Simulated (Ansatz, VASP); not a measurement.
# Cross-check of TiNCl between VASP and Ansatz, part 2 of 2

One calculation is typed for both programs; each brings its own data sets and cutoff. How far apart do they land?

VASP 6.6.1 and Ansatz 0.2.0.

So far: The starting structure; VASP: relaxation of cell and atoms, r2SCAN with rVV10.

**3. Ansatz: relaxation of cell and atoms, r2SCAN with rVV10**

Level of this step: Ansatz beside VASP: Kohn-Sham DFT, plane waves, r2SCAN with rVV10 (Ansatz).

Ansatz runs on its default PAW (the set named soft_2) files.

The same cell, functional, mesh and smearing now go to Ansatz, which takes its cutoff from its data sets.

Contents of input.yaml:

```yaml
crystal:
  lattice:
    - [3.258, 0.0, 0.0]
    - [0.0, 3.937, 0.0]
    - [0.0, 0.0, 7.803]
  atoms:
    - { symbol: Ti, position: [0.0, 0.5, 0.1] }
    - { symbol: Ti, position: [0.5, 0.0, 0.9] }
    - { symbol: "N", position: [0.5, 0.5, 0.95] }
    - { symbol: "N", position: [0.0, 0.0, 0.05] }
    - { symbol: Cl, position: [0.5, 0.5, 0.33] }
    - { symbol: Cl, position: [0.0, 0.0, 0.67] }
hamiltonian:
  xc: r2scan
  pseudopotentials: { kind: paw }
  dispersion: rvv10
kpoints:
  mp_grid: { grid: [7, 6, 3] }
scf:
  occupations: { method: fermi_dirac, width: 0.05 }
relax:
  f_tol: 0.01
  max_steps: 60
  cell: { stress_tol: 0.05 }
output:
  forces: true
  stress: true
```

On the command line:

```bash
ansatz run input.yaml --threads 4 --pin off --max-ram 9216MiB --backend cpu --events-out ev --progress --plain --runs-dir out
```

Numbers of over 12 decimals in the logs are rounded to 6 here.

The log of the run:

```text
Engine: ansatz 0.2.0, aarch64-unknown-linux-gnu
Pseudopotentials: kind: paw
Pseudopotential: Ti, paw, valence charge 12, recommended cutoff 500 eV (meta_gga), Ti.paw.azcp
Pseudopotential: N, paw, valence charge 5, recommended cutoff 500 eV (meta_gga), N.paw.azcp
Pseudopotential: Cl, paw, valence charge 7, recommended cutoff 500 eV (meta_gga), Cl.paw.azcp
Functional definition: r2SCAN+rVV10
  parameter k0 = 0.174
  parameter k1 = 0.065
  parameter a1 = 4.9479
  exchange = r2scan_x(k0 = k0, k1 = k1, a1 = a1)
  correlation = r2scan_c + rvv10(11.95, 0.0093)
Crystal: 6 atoms, lattice volume = 100.087 Å³
Basis set: ecut = 500 eV, 2537 PW (Γ), exchange–correlation on 108×144×256 points (64 copies of the dense FFT grid, shifted against one another)
Bands: 30, of which v1, the nominal top of the filled ones, is band 24 counted from 1 (23 counted from 0)
Symmetry: 8 space group operations
Space group: Pmmn (ITA 59), of the structure as read, at distance tolerance 4.6e-5 Å
k-points: 32 of 126
Non-local potential: Ti, projectors of the file, l = 0: 3, l = 1: 2, l = 2: 3, l = 3: 1
Non-local potential: N, projectors of the file, l = 0: 2, l = 1: 2, l = 2: 1
Non-local potential: Cl, projectors of the file, l = 0: 2, l = 1: 2, l = 2: 2
PAW form: soft (Blöchl's): semilocal exchange-correlation on the pseudo side does not see the compensation charge
rVV10 density: all electrons in the spheres
PAW frozen core: Ti, regenerated for the run's functional (the file was generated under x = pbe(κ = 0.804, μ = 0.219515), c = pbe(β = 0.066725))
PAW frozen core: N, regenerated for the run's functional (the file was generated under x = pbe(κ = 0.804, μ = 0.219515), c = pbe(β = 0.066725))
PAW frozen core: Cl, regenerated for the run's functional (the file was generated under x = pbe(κ = 0.804, μ = 0.219515), c = pbe(β = 0.066725))
PAW one-centre angular grid: Ti, 590 points (default); XC on 160 Gauss nodes
PAW one-centre angular grid: N, 302 points (default); XC on 160 Gauss nodes
PAW one-centre angular grid: Cl, 302 points (default); XC on 160 Gauss nodes
Initial density: superposition of atomic densities (neutral atoms: chi_scale 0, normalization atom), corrected by the library's trained network
Initial wavefunctions: pseudopotential atomic-orbital guess
Functional: x = r2scan, c = r2scan + rvv10(b = 11.95, C = 0.0093); τ floored in thin density (d = 2e-4 eV/Å³)
SCF iter   1: F=—  HF=-7953.119682 eV  |F-HF|=—  |Δ(HF+E_count)|=         —  Δρ=1.98e-2  dr2=4.90e-1  dr2_τ=3.21e-1  ethr=1.77e-3  ⟨swp⟩=6.0  Hψ=4219  notcnv=0
preconditioner: auto → Resta (q_TF=auto, 2.414 Å⁻¹)  ε∞=6.5  [insulator: Δε(μ)=1.201 eV  Ē_g=8.989 eV  σ=0.050 eV  W_gap=1.00  n_scr=20 (ndim 8)  ℏωp=21.0 eV  f_vac=0.108  D(μ)=0.00/eV (n_scr^D=0)  ε∞_Penn≈6.5]
SCF iter   2: F=—  HF=-7953.169555 eV  |F-HF|=—  |Δ(HF+E_count)|=   4.99e-2  Δρ=1.01e-2  dr2=7.92e-2  dr2_τ=2.87e-2  ethr=1.02e-3  ⟨swp⟩=2.5  Hψ=1820  notcnv=0  defer=42
SCF iter   3: F=—  HF=-7953.159863 eV  |F-HF|=—  |Δ(HF+E_count)|=   9.69e-3  Δρ=3.46e-3  dr2=9.02e-3  dr2_τ=5.62e-4  ethr=1.65e-4  ⟨swp⟩=2.2  Hψ=1517  notcnv=0  defer=42
SCF iter   4: F=—  HF=-7953.160004 eV  |F-HF|=—  |Δ(HF+E_count)|=   1.41e-4  Δρ=1.06e-3  dr2=1.20e-3  dr2_τ=1.61e-4  ethr=1.88e-5  ⟨swp⟩=2.0  Hψ=1452  notcnv=0  defer=42
SCF iter   5: F=—  HF=-7953.159951 eV  |F-HF|=—  |Δ(HF+E_count)|=   5.28e-5  Δρ=1.90e-4  dr2=7.41e-5  dr2_τ=2.93e-6  ethr=2.50e-6  ⟨swp⟩=2.0  Hψ=1334  notcnv=0  defer=42
SCF iter   6: F=—  HF=-7953.159961 eV  |F-HF|=—  |Δ(HF+E_count)|=   9.93e-6  Δρ=7.54e-5  dr2=1.10e-5  dr2_τ=7.29e-7  ethr=1.54e-7  ⟨swp⟩=2.1  Hψ=1426  notcnv=0  defer=42
SCF iter   7: F=—  HF=-7953.159962 eV  |F-HF|=—  |Δ(HF+E_count)|=   8.12e-7  Δρ=1.47e-5  dr2=2.63e-7  dr2_τ=2.01e-8  ethr=2.30e-8  ⟨swp⟩=2.0  Hψ=1275  notcnv=0  defer=42
SCF iter   8: F=-7953.159962 eV  HF=-7953.159962 eV  |F-HF|=3.51e-8  |Δ(HF+E_count)|=   1.59e-7  Δρ=6.68e-6  dr2=6.03e-8  dr2_τ=2.63e-9  ethr=2.08e-10  ⟨swp⟩=4.8  Hψ=3250  notcnv=0
SCF 1 converged in 8 iterations: F = -7953.159962 eV  dr2 = 6.03e-8
  greatest PAW one-centre occupation: 1.000 electrons in one spin orbital (limit 2), on the Ti atom at site 1 (counted from 0), in its partial waves of l = 1
relax step   1: F+E_penalty+E_count = -7953.15996203 eV  Δ(F+E_penalty+E_count) = +0.000e0 eV  max|allowed force component| = 5.555e-1 eV/Å  Δτ_max = 0.0000 Å  P = -0.394 GPa  Ω = 100.087 Å³  (8 SCF iters, dr2 threshold 1.00e-7 eV, accepted)
[...]
relax step   2: F+E_penalty+E_count = -7953.17260008 eV  Δ(F+E_penalty+E_count) = -1.264e-2 eV  max|allowed force component| = 1.475e-1 eV/Å  Δτ_max = 0.0582 Å  P = -0.304 GPa  Ω = 98.547 Å³  energy of the carried Pulay correction = +4.422e-4 eV  (7 SCF iters, dr2 threshold 6.00e-7 eV, accepted)
[...]
relax step   3: F+E_penalty+E_count = -7953.17742165 eV  Δ(F+E_penalty+E_count) = -4.822e-3 eV  max|allowed force component| = 8.322e-2 eV/Å  Δτ_max = 0.0280 Å  P = -0.081 GPa  Ω = 99.370 Å³  energy of the carried Pulay correction = +2.049e-4 eV  (7 SCF iters, dr2 threshold 6.00e-7 eV, accepted)
[...]
relax step   4: F+E_penalty+E_count = -7953.17792093 eV  Δ(F+E_penalty+E_count) = -4.993e-4 eV  max|allowed force component| = 2.479e-2 eV/Å  Δτ_max = 0.0144 Å  P = -0.028 GPa  Ω = 99.604 Å³  energy of the carried Pulay correction = +1.381e-4 eV  (6 SCF iters, dr2 threshold 4.33e-7 eV, accepted)
[...]
relax step   5: F+E_penalty+E_count = -7953.17809967 eV  Δ(F+E_penalty+E_count) = -1.787e-4 eV  max|allowed force component| = 1.411e-3 eV/Å  Δτ_max = 0.0042 Å  P = -0.009 GPa  Ω = 99.574 Å³  energy of the carried Pulay correction = +1.466e-4 eV  (6 SCF iters, dr2 threshold 3.84e-8 eV, accepted)
[...]
relax step   6: F+E_penalty+E_count = -7953.17796598 eV  Δ(F+E_penalty+E_count) = +1.337e-4 eV  max|allowed force component| = 1.389e-3 eV/Å  Δτ_max = 0.0000 Å  P = -0.009 GPa  Ω = 99.574 Å³  stress off target by 2.39e-2 GPa  SCF on the basis re-selected at this cell (its energy is not comparable with the rows above)  (6 SCF iters)
basis re-selected at this cell: Δ(F+E_penalty+E_count) = +1.337e-4 eV, ΔP = -0.000 GPa vs the last step (what re-selecting the basis moved, of the pressure what is left beyond the Pulay correction that the steps carried, after the strain that the cell walked since its last selection, with what the two solves' SCF thresholds leave and, on support functions, any second-order correction that the steps lacked; it is no measure of the basis error at this ecutwfc). The dense FFT grid was sized anew with the basis: this SCF ran on 27×32×64 points, the steps before it on 27×36×64, so part of this shift can come from that change (see relax.cell in the input reference). [rest of the remark cut]
SCF converged after 6 iterations
Free energy (F): -7953.177966 eV
Harris-Foulkes:  -7953.177966 eV  (|F-HF|=0.00e0)
Internal energy: -7953.177959 eV  (E = F + TS)
E sigma→0 (E₀):  -7953.177963 eV
Entropy (-TS):   -0.000007 eV (-0.001 meV/atom)
Fermi energy:    6.851614 eV
--- Per-component energies (eV) ---
  E_band       = -546.141844
  E_kinetic    = 1130.267910
  E_local      = -4943.620715  (includes V_loc(G=0)·N_el)
  E_nonlocal   = 153.630664
  E_hartree    = 2080.914429
  E_xc         = -513.325865
  E_vxc        = -707.457464  (∫ρ·V_xc dr)
  E_paw        = -3699.836678  (= ΣΔE_a)
  E_vpaw       = -383.023182  (= ΣTr[D̂ρ^β])
  E_aug_tail   = 0.000187  (compensation charges beyond the density's cutoff)
  E_vtau       = 42.232040  (kinetic-family band-sum trace: ∫τ·v_τ [+ j·A + Jᵃ·Aᵃ] dr)
  E_ewald      = -2160.369033
  E_core_change = -0.838857  (= ΣΔE_core)
  E_smearing   = -0.000007  (= −TS)
  E_closure    = 0.000000  (closes the sum)
  Σ components = -7953.177966   (vs F -7953.177966, Δ=0.00e0)
--- Forces (eV/Å), atoms counted from 1 ---
  atom   1  Ti     0.00000000    -0.00000000    -0.00138917
  atom   2  Ti    -0.00000000     0.00000000     0.00138917
  atom   3  N     -0.00000000     0.00000000     0.00085775
  atom   4  N      0.00000000     0.00000000    -0.00085775
  atom   5  Cl    -0.00000000     0.00000000    -0.00114778
  atom   6  Cl     0.00000000     0.00000000     0.00114778
  max |Σ_I F_I| component: 2.17e-19 eV/Å
--- Stress (GPa, compression-positive) ---
       -0.023915       0.000000      -0.000000
        0.000000       0.013322       0.000000
       -0.000000       0.000000      -0.016903
  P = ⅓ Tr σ = -0.0092 GPa (-0.092 kbar)
--- Relaxed structure (5 steps of the walk, 5 accepted, 1 SCFs on fresh bases) ---
  F+E_penalty+E_count = -7953.17796598 eV   max|allowed force component| = 1.389e-3 eV/Å   (the final SCF, on the basis selected at the relaxed cell)
  cell:  # Å, volume = 99.5740 Å³
    - [3.254563, 0, 0]
    - [0, 3.921149, 0]
    - [0, 0, 7.802613]
  atoms:
    - { symbol: Ti, position: [0, 0.5, 0.099123] }
    - { symbol: Ti, position: [0.5, 0, 0.900877] }
    - { symbol: N, position: [0.5, 0.5, 0.952156] }
    - { symbol: N, position: [0, 0, 0.047844] }
    - { symbol: Cl, position: [0.5, 0.5, 0.333502] }
    - { symbol: Cl, position: [0, 0, 0.666498] }
```

Elapsed: 32 s, on 4 threads of Arm Neoverse V1, shared host; peak memory 0.8 GiB.

**4. Differences**

Known differences besides the potentials themselves: VASP keeps PBE cores, Ansatz makes them for the functional; both relaxations stop at a tolerance, which leaves soft axes loose, and VASP keeps its plane-wave basis; the cutoff is 500 eV in Ansatz and 560 eV in VASP; Ansatz adds a Pulay correction to the stress that steers its cell, VASP none. Total energies have different zeros and are not compared.

Both answers:

```tsv
quantity	Ansatz	VASP	difference
volume (Å³)	99.57	99.70	-0.13 %
edge a after relaxation, in the typed setting (Å)	3.255	3.257	-0.08 %
edge b after relaxation, in the typed setting (Å)	3.921	3.930	-0.22 %
edge c after relaxation, in the typed setting (Å)	7.803	7.790	+0.16 %
```

The walks stopped with -0.01 GPa left in Ansatz and -0.05 GPa in VASP; each walk ends within a tolerance, so the volume difference is uncertain by about these residues over the bulk modulus, most in soft cells.

**5. Outcome**

- difference in edge b after relaxation, in the typed setting (relaxation of cell and atoms, r2SCAN with rVV10): -0.22 %

The difference in edge b after relaxation, in the typed setting is -0.22 % (relaxation of cell and atoms, r2SCAN with rVV10), within the 1.2 % picked in this series as the mark of a large difference, as far as the stopping tolerances let one tell. How closely two codes agree says nothing of how well the functional describes the real material.

[Lines on the potential files, build, host, timing and source positions are cut from VASP's logs without a mark.]

[Logs are printed without paths, hosts, clocks, repeated set-up lines and the standing remarks that a program may print on its own settings, such as how far it seeks lower states.]

[Hosts, paths, dates, database ids (printed as entryN), source tags and the programs' standing remarks are cut or masked in the printed files.]
